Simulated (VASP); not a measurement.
# Ir (P6_3/mmc) in VASP: a series of runs

Runs on Ir. Level: PBE. Tasks: single point.

Program: VASP 6.6.1. These are calculated values, not measurements. Logs are shortened: lines on timing, memory, paths and dates and some standing lists are left out, and cuts for length are marked.

## Step 1: The structure

Symmetry: P6_3/mmc, No. 194, hexagonal system. Conventional cell: a = 2.751 Å, b = 2.751 Å, c = 4.462 Å, α = 90.00°, β = 90.00°, γ = 120.00°. Ir (site symmetry -6m2) is surrounded by 12 Ir at 2.74 to 2.75 Å.

This isn't the form of Ir at room conditions, which is fcc.

## Step 2: Single point, PBE

Input file INCAR:

```
SYSTEM = Ir
ADDGRID = .FALSE. ; ALGO = Normal
EDIFF = 1E-6 ; ENCUT = 460
GGA = PE ; ISIF = 2
ISMEAR = 0 ; LASPH = .TRUE.
LCHARG = .FALSE. ; LREAL = Auto
LWAVE = .FALSE. ; NELM = 100
PREC = Accurate ; SIGMA = 0.2
```

Input file KPOINTS:

```
k-points
0
G
  7 7 4
  0 0 0
```

Input file POSCAR:

```
Ir
1.0
    2.7513778946      0.0000000000      0.0000000000
   -1.3756889473      2.3827631521      0.0000000000
    0.0000000000      0.0000000000      4.4622900000
Ir
2
Direct
    0.3583140000      0.6617470000      0.2121330000
    0.6598720000      0.3587530000      0.7691070000
```

Potentials or basis: VASP PAW PBE potentials, release 64 (Ir).

Command:

```bash
cat potpaw_PBE.64/Ir/POTCAR > POTCAR
mpirun -np 1 vasp_std > vasp.out
```

OUTCAR:

```text
SYSTEM = Ir
   EDIFF = 1E-6
   ENCUT = 460
   GGA = PE
   ISIF = 2
   ISMEAR = 0
   LASPH = .TRUE.
   LREAL = Auto
   NELM = 100
   PREC = Accurate

 Found     99 irreducible k-points:

 Following reciprocal coordinates:
            Coordinates               Weight
  0.000000  0.000000  0.000000      1.000000
  0.142857  0.000000  0.000000      2.000000
  0.000000  0.142857  0.000000      2.000000
 -0.142857  0.142857  0.000000      2.000000
  0.285714 -0.000000  0.000000      2.000000
  0.000000  0.285714  0.000000      2.000000
   k-points           NKPTS =     99   k-points in BZ     NKDIM =     99   number of bands    NBANDS=     13
   number of dos      NEDOS =    301   number of ions     NIONS =      2
   total plane-waves  NPLWV =  12800
   dimension x,y,z NGX =    20 NGY =   20 NGZ =   32
   dimension x,y,z NGXF=    40 NGYF=   40 NGZF=   64
   ions per type =               2
   NGX,Y,Z   is equivalent  to a cutoff of  12.08, 12.08, 11.92 a.u.
   NGXF,Y,Z  is equivalent  to a cutoff of  24.17, 24.17, 23.84 a.u.
 SYSTEM =  Ir
   PREC   = accura    normal or accurate (medium, high low for compatibility)
   ISTART =      0    job   : 0-new  1-cont  2-samecut
   ICHARG =      2    charge: 1-file 2-atom 10-const
   ISPIN  =      1    spin polarized calculation?
   LNONCOLLINEAR =      F non collinear calculations
   LSORBIT =      F    spin-orbit coupling
   LASPH  =      T    aspherical Exc in radial PAW
   ENCUT  =  460.0 eV  33.81 Ry    5.81 a.u.   4.81  4.81  7.80*2*pi/ulx,y,z
   NELM   =    100;   NELMIN=  2; NELMDL= -5     # of ELM steps
   EDIFF  = 0.1E-05   stopping-criterion for ELM
   LREAL  =      T    real-space projection
   EDIFFG = 0.1E-04   stopping-criterion for IOM
   NSW    =      0    number of steps for IOM
[... 5 lines left out ...]
   TEBEG  =    0.0;   TEEND  =   0.0 temperature during run
   PSTRESS=    0.0 pullay stress
   NELECT =      18.0000    total number of electrons
   NUPDOWN=      -1.0000    fix difference up-down
   EMIN   =  10.00;   EMAX   =-10.00  energy-range for DOS
   EFERMI =   0.00;   METHOD = LEGACY
   ISMEAR =     0;   SIGMA  =   0.20  broadening in eV -4-tet -1-fermi 0-gaus
   EFERMI_NEDOS =   21; number of points for ismear=-14 and -15
   IALGO  =     38    algorithm
   IMIX   =      4    mixing-type and parameters
     AMIX     =   0.40;   BMIX     =  1.00
     AMIX_MAG =   1.60;   BMIX_MAG =  1.00
  volume/ion in A,a.u.               =      14.63        98.71
  Fermi-wavevector in a.u.,A,eV,Ry     =   1.392417  2.631287 26.379323  1.938826
  Thomas-Fermi vector in A             =   2.516162
   LORBIT       =      0    0 simple, 1 ext, 2 COOP (PROOUT), +10 PAW based schemes
   GGA     = PE    functional components
   LHFCALC =     F    Hartree Fock is set to
   AEXX    =    0.0000 exact exchange contribution
   IVDW    =     0    specifies the selected vdW correction
   LEPSILON=     F    determine dielectric tensor
   LRPA    =     F    only Hartree local field effects (RPA)
 non-spin polarized calculation
 Gauss-broadening in eV      SIGMA  =   0.20
  energy-cutoff  :      460.00
  volume of cell :       29.25
 maximum number of plane-waves:       672
   NGX =  9   NGY =  9   NGZ = 15

 number of electron      18.0000000 magnetization

 Free energy of the ion-electron system (eV)
  ---------------------------------------------------
  ext. energy  EPLUGINS =         0.00000000
  ---------------------------------------------------
  free energy    TOTEN  =       -17.12323529 eV

  energy without entropy =      -17.08982276  energy(sigma->0) =      -17.10652903

 E-fermi :  10.0560     XC(G=0): -13.7469

 val. band max:       10.0120037986   @ k =  -0.4286   0.4286   0.0000
 cond. band min:      10.0731337670   @ k =   0.0000   0.0000   0.2500
 fundamental gap:      0.0611299683
 Fermi energy:        10.0560270447

 k-point     1 :       0.0000    0.0000    0.0000
  band No.  band energies     occupation
      1      -0.9565      2.00000
      2       1.9048      2.00000
      3       5.8697      2.00000
      4       5.9983      2.00000
      5       6.0888      2.00000
      6       6.3106      2.00000
      7       6.6662      2.00000
      8       7.7618      2.00000
      9       8.4179      2.00000
     10       9.5856      1.99912
     11       9.9353      1.60668
     12      10.8362      0.00000
     13      16.0374      0.00000

 k-point     2 :       0.1429    0.0000    0.0000
  band No.  band energies     occupation
      1      -0.2115      2.00000
      2       2.4951      2.00000
      3       5.1465      2.00000
      4       5.9606      2.00000
      5       6.2404      2.00000
      6       6.6574      2.00000
      7       6.9825      2.00000
      8       7.1117      2.00000
      9       7.9873      2.00000
     10       8.2462      2.00000
     11      10.7583      0.00000
     12      13.2272      0.00000
     13      16.1845      0.00000

 k-point     3 :       0.0000    0.1429    0.0000
  band No.  band energies     occupation
      1      -0.2112      2.00000
      2       2.4966      2.00000
      3       5.1464      2.00000
      4       5.9564      2.00000
      5       6.2402      2.00000
      6       6.6589      2.00000
      7       6.9880      2.00000
      8       7.1144      2.00000
      9       7.9860      2.00000
     10       8.2424      2.00000
     11      10.7479      0.00000
     12      13.2359      0.00000
     13      16.1844      0.00000

 k-point     4 :      -0.1429    0.1429    0.0000
  band No.  band energies     occupation
      1      -0.1984      2.00000
      2       2.5682      2.00000
      3       5.1270      2.00000
      4       5.6937      2.00000
      5       6.5206      2.00000
      6       6.7732      2.00000
      7       6.9022      2.00000
      8       7.3853      2.00000
      9       7.7423      2.00000
     10       8.1561      2.00000
     11      10.3578      0.03286
     12      13.6197      0.00000
     13      16.1972      0.00000

 k-point     5 :       0.2857   -0.0000    0.0000
  band No.  band energies     occupation
      1       1.4785      2.00000
      2       3.0093      2.00000
      3       4.0999      2.00000
      4       5.6008      2.00000
      5       5.9518      2.00000
      6       6.2487      2.00000
      7       7.4889      2.00000
      8       8.3285      2.00000
      9       8.5742      2.00000
     10       9.2103      2.00000
     11      10.9786      0.00000
     12      16.1600      0.00000
     13      16.7712      0.00000

 k-point     6 :       0.0000    0.2857    0.0000
  band No.  band energies     occupation
      1       1.4806      2.00000
      2       3.0138      2.00000
      3       4.1033      2.00000
      4       5.5973      2.00000
      5       5.9513      2.00000
      6       6.2484      2.00000
      7       7.4802      2.00000
      8       8.3285      2.00000
      9       8.5768      2.00000
     10       9.2096      2.00000
     11      10.9708      0.00000
     12      16.1632      0.00000
     13      16.7787      0.00000

 [... further k-points ...]
[... 5 lines left out ...]
  --------------------------------------------------------------------------------------
  -------------------------------------------------------------------------------------
  Total        1.5642310      0.9335525      4.1144191     -0.5530560      0.8631211     -1.5296337
  in kB       85.6687744     51.1281899    225.3358000    -30.2894050     47.2708506    -83.7739748
  external PRESSURE =     120.7109214 kB  Pullay stress =       0.0000000 kB

 VOLUME and BASIS-vectors are now :
 -----------------------------------------------------------------------------
  energy-cutoff  :      460.00
  volume of cell :       29.25
      direct lattice vectors                 reciprocal lattice vectors
     2.751377895  0.000000000  0.000000000     0.363454254  0.209840411  0.000000000
    -1.375688947  2.382763152  0.000000000     0.000000000  0.419680823  0.000000000
     0.000000000  0.000000000  4.462290000     0.000000000  0.000000000  0.224100182

 POSITION                                       TOTAL-FORCE (eV/Angst)
 -----------------------------------------------------------------------------------
      0.07550      1.57679      0.94660        -0.921407      0.522330      3.835612
      1.32202      0.85482      3.43198         0.921407     -0.522330     -3.835612
 -----------------------------------------------------------------------------------
    total drift:                               -0.000001     -0.000004     -0.000001

  FREE ENERGIE OF THE ION-ELECTRON SYSTEM (eV)
  ---------------------------------------------------
  free  energy   TOTEN  =       -17.1232352884 eV

  energy  without entropy=      -17.0898227630  energy(sigma->0) =      -17.10652903
```

OSZICAR:

```text
N       E                     dE             d eps       ncg     rms          rms(c)
DAV:   1     0.144306728343E+03    0.14431E+03   -0.79684E+03  2574   0.126E+03
DAV:   2    -0.120372363674E+02   -0.15634E+03   -0.14382E+03  2674   0.360E+02
DAV:   3    -0.180876234364E+02   -0.60504E+01   -0.56568E+01  3144   0.785E+01
DAV:   4    -0.181930697234E+02   -0.10545E+00   -0.10483E+00  2762   0.968E+00
DAV:   5    -0.181951091938E+02   -0.20395E-02   -0.20390E-02  3193   0.130E+00    0.222E+01
DAV:   6    -0.173061597654E+02    0.88895E+00   -0.14131E+00  2989   0.165E+01    0.947E+00
DAV:   7    -0.171348433953E+02    0.17132E+00   -0.48832E-01  3159   0.919E+00    0.208E+00
DAV:   8    -0.171237803855E+02    0.11063E-01   -0.97992E-03  2839   0.117E+00    0.216E-01
DAV:   9    -0.171232188598E+02    0.56153E-03   -0.20385E-03  3174   0.647E-01    0.274E-02
DAV:  10    -0.171232314602E+02   -0.12600E-04   -0.29938E-05  3043   0.509E-02    0.148E-02
DAV:  11    -0.171232358598E+02   -0.43996E-05   -0.27280E-06  2794   0.140E-02    0.725E-03
DAV:  12    -0.171232352884E+02    0.57140E-06   -0.22175E-07  1632   0.449E-03
   1 F= -.17123235E+02 E0= -.17106529E+02  d E =-.334125E-01
```

stdout:

```text
POSCAR found type information on POSCAR Ir
 POSCAR found :  1 types and       2 ions
 scaLAPACK will be used
 -----------------------------------------------------------------------------
|                                                                             |
|                                                                             |
|     You have a (more or less) 'small supercell' and for smaller cells       |
|     it is recommended to use the reciprocal-space projection scheme!        |
|     The real-space optimization is not efficient for small cells and it     |
|     is also less accurate ...                                               |
|     Therefore, set LREAL=.FALSE. in the INCAR file.                         |
|                                                                             |
 -----------------------------------------------------------------------------

 LDA part: xc-table for (Slater+PW92), standard interpolation
 POSCAR, INCAR and KPOINTS ok, starting setup
 FFT: planning ... GRIDC
 FFT: planning ... GRID_SOFT
 FFT: planning ... GRID
 WAVECAR not read
 entering main loop
```

Wall time 56 s (1 thread of Intel Xeon Platinum 8375C at 2.90GHz (Ice Lake), shared host); peak memory 0.15 GiB.

The run converged, but some of its settings lie outside the range that counts as converged, so its numbers aren't taken as properties of the crystal.

Results:

```
Free energy            : -17.1232 eV
Pressure               : 12.1 GPa
Largest force          : 3.979 eV/Å
Band gap on the k mesh : none (metal or under the smearing width)
```

Caveat: the k mesh is coarse (spacing up to 0.38 Å⁻¹), so the values aren't converged.

## Step 3: Single point, PBE

Input file INCAR:

```
SYSTEM = Ir
ADDGRID = .FALSE. ; ALGO = Normal
EDIFF = 0.01 ; ENCUT = 460
GGA = PE ; ISIF = 2
ISMEAR = 0 ; LASPH = .TRUE.
LCHARG = .FALSE. ; LREAL = .FALSE.
LWAVE = .FALSE. ; NELM = 100
PREC = Accurate ; SIGMA = 0.2
```

KPOINTS is that of step 2.

Input file POSCAR:

```
Ir
1.0
    2.7513778946      0.0000000000      0.0000000000
   -1.3756889473      2.3827631521      0.0000000000
    0.0000000000      0.0000000000      4.4622900000
Ir
2
Direct
    0.3333333333      0.6666666667      0.2500000000
    0.6666666667      0.3333333333      0.7500000000
```

Potentials or basis: VASP PAW PBE potentials, release 64 (Ir).

Command:

```bash
cat potpaw_PBE.64/Ir/POTCAR > POTCAR
mpirun -np 1 vasp_std > vasp.out
```

It took 5.8 s on 1 thread of Intel Xeon Platinum 8375C at 2.90GHz (Ice Lake), shared host; peak memory 0.14 GiB.

The run converged, but some of its settings lie outside the range that counts as converged, so its numbers aren't taken as properties of the crystal.

What came out:

| Property | Result |
| --- | --- |
| Free energy | -17.6739 eV |
| Pressure | 3.5 GPa |
| Band gap on the k mesh | none (metal or under the smearing width) |

Caveat: the k mesh is coarse (spacing up to 0.38 Å⁻¹), so the values aren't converged.

## Step 4: Single point, PBE

INCAR is that of step 3.

KPOINTS is that of step 3.

Input file POSCAR:

```
Ir
1.0
    2.7513778946      0.0000000000      0.0000000000
   -1.3756889473      2.3827631521      0.0000000000
    0.0000000000      0.0000000000      4.4622900000
Ir
2
Direct
    0.3583140000      0.6617470000      0.2121330000
    0.6598720000      0.3587530000      0.7691070000
```

Command:

```bash
cat potpaw_PBE.64/Ir/POTCAR > POTCAR
mpirun -np 1 vasp_std > vasp.out
```

Wall time 16 s (1 thread of Intel Xeon Platinum 8375C at 2.90GHz (Ice Lake), shared host); peak memory 0.15 GiB.

These settings aren't checked as converged: the numbers below hold their error.

What came out:

```yaml
Free_energy: -17.1230 eV
Pressure: 12.0 GPa
Largest_force: 4.011 eV/Å
Band_gap_on_the_k_mesh: none (metal or under the smearing width)
```

Caveat: the k mesh is coarse (spacing up to 0.38 Å⁻¹), so the values aren't converged.

## Step 5: Single point, PBE

INCAR: that of step 4 with these lines changed.

```diff
@@ -2,3 +2,3 @@
 ADDGRID = .FALSE. ; ALGO = Normal
-EDIFF = 0.01 ; ENCUT = 460
+EDIFF = 0.001 ; ENCUT = 460
 GGA = PE ; ISIF = 2
```

KPOINTS is that of step 4.

Input file POSCAR:

```
Ir
1.0
    2.7513778946      0.0000000000      0.0000000000
   -1.3756889473      2.3827631521      0.0000000000
    0.0000000000      0.0000000000      4.4622900000
Ir
2
Direct
    0.3333333333      0.6666666667      0.2500000000
    0.6666666667      0.3333333333      0.7500000000
```

Command:

```bash
cat potpaw_PBE.64/Ir/POTCAR > POTCAR
mpirun -np 1 vasp_std > vasp.out
```

It took 7 s on 1 thread of Intel Xeon Platinum 8375C at 2.90GHz (Ice Lake), shared host; peak memory 0.13 GiB.

The run converged, but some of its settings lie outside the range that counts as converged, so its numbers aren't taken as properties of the crystal.

Results:

- Free energy: -17.6704 eV
- Pressure: -2.1 GPa
- Band gap on the k mesh: none (metal or under the smearing width)

Caveat: the k mesh is coarse (spacing up to 0.38 Å⁻¹), so the values aren't converged.

## Step 6: For comparison

An earlier run on the cell as given: functional PBEsol; potentials or basis VASP PAW PBE potentials, release 64 (Ir); cutoff 520 eV; k mesh 11 × 11 × 6; occupations fermi-dirac, width 0.05 eV; no spin polarisation.

- Pressure: -11.6 GPa
- Band gap on the k mesh: none (metal or under the smearing width)
